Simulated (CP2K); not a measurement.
Write the native input for CP2K 2026.2 that does the following.

```
Task                                   : band structure
Functional                             : LDA
Potentials or basis                    : GTH_POTENTIALS Te GTH-PADE-q6, Mo GTH-PADE-q14; TZVP-MOLOPT-PBE-GTH basis
Density cutoff                         : 6123 eV
k mesh                                 : 4 × 8 × 1
Occupations                            : fermi-dirac, width 0.1 eV
Spin                                   : no spin polarisation
SCF solver                             : diagonalisation with k points
Quickstep method                       : GPW
EPS_DEFAULT                            : 1.0E-9
EPS_SCF                                : 1.0E-6
MAX_SCF                                : 100
SCF_GUESS                              : ATOMIC
k points reduced by the point group    : yes
Mesh centred on Gamma                  : yes
CHOLESKY                               : OFF
EPS_EIGVAL                             : 1.0E-7
MIXING METHOD                          : BROYDEN_MIXING
MIXING ALPHA                           : 0.4
NBUFFER                                : 8
NGRIDS                                 : 4
Basis sets                             : Te TZVP-MOLOPT-PBE-GTH-q6, Mo TZVP-MOLOPT-PBE-GTH-q14
Potentials                             : Te GTH-PADE-q6 of GTH_POTENTIALS, Mo GTH-PADE-q14 of GTH_POTENTIALS
ADDED_MOS                              : [24]
Points a segment of the path (NPOINTS) : 6
Bands added on the path                : 4
REL_CUTOFF (Ry)                        : 60 Ry
MIXING BETA (1/bohr)                   : 1.5 1/bohr
CUTOFF of the grids                    : 450 Ry
```

Te2Mo, a slab with vacuum:

```
Te Mo
1.0
     6.36161    0.00000    0.00000
     0.00000    3.48040    0.00000
    -0.08574    0.00000   36.17589
Te Mo
4 2
Direct
  0.42925 0.75000 0.54070
  0.57075 0.25000 0.45930
  0.92085 0.25000 0.55653
  0.07915 0.75000 0.44347
  0.18135 0.25000 0.49747
  0.81865 0.75000 0.50253
```

These files were run (other wordings do the same):

te2mo_bands.inp

```
&GLOBAL
  PROJECT te2mo_bands
  RUN_TYPE ENERGY_FORCE
  PRINT_LEVEL LOW
&END GLOBAL
&FORCE_EVAL
  METHOD QS
  STRESS_TENSOR ANALYTICAL
  &DFT
    BASIS_SET_FILE_NAME BASIS_MOLOPT_UZH
    POTENTIAL_FILE_NAME GTH_POTENTIALS
    &MGRID
      CUTOFF 450
      REL_CUTOFF 60
      NGRIDS 4
    &END MGRID
    &QS
      METHOD GPW
      EPS_DEFAULT 1.0E-9
    &END QS
    &KPOINTS
      SCHEME MONKHORST-PACK 4 8 1
      GAMMA_CENTERED T
      SYMMETRY T
      SYMMETRY_BACKEND SPGLIB
    &END KPOINTS
    &SCF
      SCF_GUESS ATOMIC
      EPS_SCF 1.0E-6
      MAX_SCF 100
      ADDED_MOS 24
      CHOLESKY OFF
      EPS_EIGVAL 1.0E-7
      &DIAGONALIZATION ON
        ALGORITHM STANDARD
      &END DIAGONALIZATION
      &MIXING ON
        METHOD BROYDEN_MIXING
        ALPHA 0.4
        BETA 1.5
        NBUFFER 8
      &END MIXING
      &SMEAR ON
        METHOD FERMI_DIRAC
        ELECTRONIC_TEMPERATURE [K] 1160.452
      &END SMEAR
    &END SCF
    &XC
      &XC_FUNCTIONAL
        &LDA_X
        &END LDA_X
        &LDA_C_PW
        &END LDA_C_PW
      &END XC_FUNCTIONAL
    &END XC
    &PRINT
      &KPOINTS ON
      &END KPOINTS
      &MULLIKEN ON
      &END MULLIKEN
      &MO ON
        ENERGIES T
        OCCUPATION_NUMBERS T
        &EACH
          QS_SCF 0
        &END EACH
        ADD_LAST NUMERIC
      &END MO
      &BAND_STRUCTURE
        FILE_NAME bands.bs
        ADDED_MOS 4
        &KPOINT_SET
          UNITS B_VECTOR
          NPOINTS 6
          SPECIAL_POINT GAMMA 0.00000000 0.00000000 0.00000000
          SPECIAL_POINT Y 0.00000000 0.00000000 0.50000000
          SPECIAL_POINT H -0.49979441 0.00000000 0.50673619
          SPECIAL_POINT C -0.50000000 0.00000000 0.50000000
          SPECIAL_POINT E -0.50000000 0.50000000 0.50000000
          SPECIAL_POINT M1 -0.50020559 0.50000000 0.49326381
          SPECIAL_POINT A -0.50000000 0.50000000 0.00000000
          SPECIAL_POINT X -0.50000000 0.00000000 0.00000000
          SPECIAL_POINT H1 -0.50020559 0.00000000 0.49326381
        &END KPOINT_SET
        &KPOINT_SET
          UNITS B_VECTOR
          NPOINTS 6
          SPECIAL_POINT M -0.49979441 0.50000000 0.50673619
          SPECIAL_POINT D 0.00000000 0.50000000 0.50000000
          SPECIAL_POINT Z 0.00000000 0.50000000 0.00000000
        &END KPOINT_SET
        &KPOINT_SET
          UNITS B_VECTOR
          NPOINTS 6
          SPECIAL_POINT Y 0.00000000 0.00000000 0.50000000
          SPECIAL_POINT D 0.00000000 0.50000000 0.50000000
        &END KPOINT_SET
      &END BAND_STRUCTURE
    &END PRINT
  &END DFT
  &SUBSYS
    &CELL
      A 6.3616090156 0.0000000000 0.0000000000
      B 0.0000000000 3.4804030600 0.0000000000
      C -0.0857412231 0.0000000000 36.1758904685
      PERIODIC XYZ
    &END CELL
    &COORD
      Te  2.6843670814 2.6103022950 19.5604334860
      Te  3.5915007111 0.8701007650 16.6154569825
      Te  5.8103567787 0.8701007650 20.1328713710
      Te  0.4655110138 2.6103022950 16.0430190975
      Mo  1.1110089834 0.8701007650 17.9962527370
      Mo  5.1648588091 2.6103022950 18.1796377315
    &END COORD
    &KIND Te
      BASIS_SET TZVP-MOLOPT-PBE-GTH-q6
      POTENTIAL GTH-PADE-q6
    &END KIND
    &KIND Mo
      BASIS_SET TZVP-MOLOPT-PBE-GTH-q14
      POTENTIAL GTH-PADE-q14
    &END KIND
    &PRINT
      &ATOMIC_COORDINATES ON
      &END ATOMIC_COORDINATES
      &CELL ON
      &END CELL
    &END PRINT
  &END SUBSYS
  &PRINT
    &FORCES ON
    &END FORCES
    &STRESS_TENSOR ON
    &END STRESS_TENSOR
  &END PRINT
&END FORCE_EVAL
```

Potentials or basis: GTH_POTENTIALS Te GTH-PADE-q6, Mo GTH-PADE-q14; TZVP-MOLOPT-PBE-GTH basis.

Launch:

```console
$ OMP_NUM_THREADS=2 cp2k.psmp -i te2mo_bands.inp -o te2mo_bands.out
```

It gave:

- Largest force: 0.247 eV/Å
- Band gap on the k mesh: none (metal or under the smearing width)
- Mulliken charges: Te +0.53, +0.51; Mo -1.03 e

Caveat: Mulliken charges move with the basis; spin-orbit coupling is left out, which moves the levels of the heavy elements; the basis of atomic orbitals isn't converged, which shifts pressures, moduli and gaps.

Wall time 27 s on 2 threads of Arm Neoverse V2, with other jobs on the host, peak memory 1.3 GiB.
